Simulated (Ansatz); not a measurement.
Crystal: HgSe.

```xyz
2
Lattice="0.0000 3.0390 3.0390 3.0390 0.0000 3.0390 3.0390 3.0390 0.0000" Properties=species:S:1:pos:R:3 pbc="T T T"
Hg    0.0000    0.0000    0.0000
Se    4.5585    4.5585    4.5585
```

Base run:

* Program: Ansatz 0.2.0
* Functional: PBE
* Potentials or basis: all-electron LAPW, scalar-relativistic
* Cutoff: 278 eV (chosen from the basis error)
* Basis error allowed: 0.001 eV/atom
* k mesh: 8 × 8 × 8
* Occupations: gaussian, width 0.014 eV
* Spin: no spin polarisation

Its results: band gap on the k mesh none (metal or under the smearing width); pressure 4.7 GPa.

Problem. The run is repeated on the same cell with these changes: functional from PBE to PBEsol; occupations from gaussian, width 0.014 eV to gaussian, width 0.05 eV. What comes out?

Solution. Band gap on the k mesh none (metal or under the smearing width); pressure 1.5 GPa.
